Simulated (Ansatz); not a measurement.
# CoO (R-3m): equation of state

The task here is to estimate one member of a computed series from the others.

Program: Ansatz 0.2.0. Level of theory: DFT PBE+U (U_eff = 3.3 eV on Co 3d), scalar-relativistic, plane waves, PAW. These are calculated values, not measurements.

## The structure to begin with

Symmetry: R-3m, No. 166, trigonal system. The conventional cell has a = 3.056 Å, b = 3.056 Å, c = 7.408 Å, α = 90.00°, β = 90.00°, γ = 120.00°. Around Co (site symmetry -3m) lie 6 O at 2.15 Å. Around O (site symmetry -3m) lie 6 Co at 2.15 Å.

Structure file:

```cif
data_structure
_symmetry_space_group_name_H-M 'P 1'
_symmetry_Int_Tables_number 1
_cell_length_a 5.2445
_cell_length_b 5.2445
_cell_length_c 5.2445
_cell_angle_alpha 33.879
_cell_angle_beta 33.879
_cell_angle_gamma 33.879
_cell_volume 39.95
loop_
_atom_site_label
_atom_site_type_symbol
_atom_site_fract_x
_atom_site_fract_y
_atom_site_fract_z
_atom_site_occupancy
Co1 Co 0.00000 0.00000 0.00000 1
O1 O 0.25000 0.25000 0.25000 1
Co2 Co 0.50000 0.50000 0.50000 1
O2 O 0.75000 0.75000 0.75000 1
```

This cell comes from an earlier session at PBE+U (U_eff = 3.3 eV on Co 3d): 9.987 Å³/atom at 0.00 GPa, on a 10×10×10 mesh. The large moments point both ways and cancel.

Volume factors to run: 0.980, 1.020, 0.960, 1.040.

Set-up of the first run:

Contents of input.yaml:

```yaml
crystal:
  lattice:
    - [-2.1167843032, -2.1167843032, 4.2632697144]
    - [-4.2632697144, -2.1167843032, 2.1167843032]
    - [-2.1167843032, -4.2632697144, 2.1167843032]
  atoms:
    - { symbol: Co, position: [0.0, 0.0, 0.0], spin: 2.8 }
    - { symbol: O, position: [1.2499999983, -0.7500000017, -0.7500000017] }
    - { symbol: Co, position: [0.5, 0.5, 0.5], spin: -2.8 }
    - { symbol: O, position: [1.7500000017, -0.2499999983, -0.2499999983] }
basis:
  ecutwfc: 420
  ecutrho_ratio: 4
kpoints:
  mp_grid: { grid: [10, 10, 10] }
hamiltonian:
  xc: pbe
  hubbard:
    sites:
      - { species: Co, l: d, u_eff: 3.3, starting_ns: start.occupation_matrices }
    ns_hold: { iters: 6 }
scf:
  occupations: { method: gaussian, width: 0.05 }
  lower_state_search: "off"
output:
  forces: true
  stress: true
  eigenvalues: true
  populations: true
magnetization:
  spin_polarized: true
relax:
  f_tol: 0.01
  max_steps: 40
  cell: { stress_tol: 0.1, fix: [volume] }
```

The open shells start from the occupation matrices of the run at the neighbouring geometry (file start.occupation_matrices).

Run with:

```
$ ansatz run input.yaml --threads 2 --pin off --max-ram 5120MiB --backend cpu --events-out ev --progress --plain --runs-dir out
```

Among the steps run: Volume × 0.980; Volume × 1.020; Volume × 0.960; Scaling the volume by 1.040.

One of the session's tables, all rows but one given; the rest of the session is left out.

| volume (Å³/atom) | energy (meV/atom) | pressure (GPa) | gap (eV) | moment of atom 1 (μB) |
| --- | --- | --- | --- | --- |
| 9.587 | 9.07 | 7.56 | 2.35 | 2.52 |
| 9.787 | ? | ? | ? | ? |
| 9.987 | 0.00 | 0.00 | 2.16 | 2.54 |
| 10.187 | 2.04 | -3.21 | 2.07 | 2.56 |
| 10.386 | 7.88 | -6.10 | 1.97 | 2.56 |

**Question.** Estimate the row for volume (Å³/atom) = 9.787.

Worked estimate for «energy (meV/atom)». A straight line through the neighbours (9.587, 9.07) and (9.987, 0.00) gives 9.07 + (0.00 − 9.07) × (9.787 − 9.587) / (9.987 − 9.587) = 4.53; a parabola fitted to 3 rows on both sides gives 2.34.

As computed: energy (meV/atom): 2.17; pressure (GPa): 3.58; gap (eV): 2.27; moment of atom 1 (μB): 2.54. In «energy (meV/atom)» the line misses by +2.36 and the parabola by +0.17.

volume (Å³/atom), energy (meV/atom) and a bar:
```
     9.59        9.1 ##############################
     9.79        2.2 #######
     9.99        0.0 
    10.19        2.0 #######
    10.39        7.9 ##########################
```

To keep in mind: Warnings in the runs' records: anti translation declined, stability check not made.
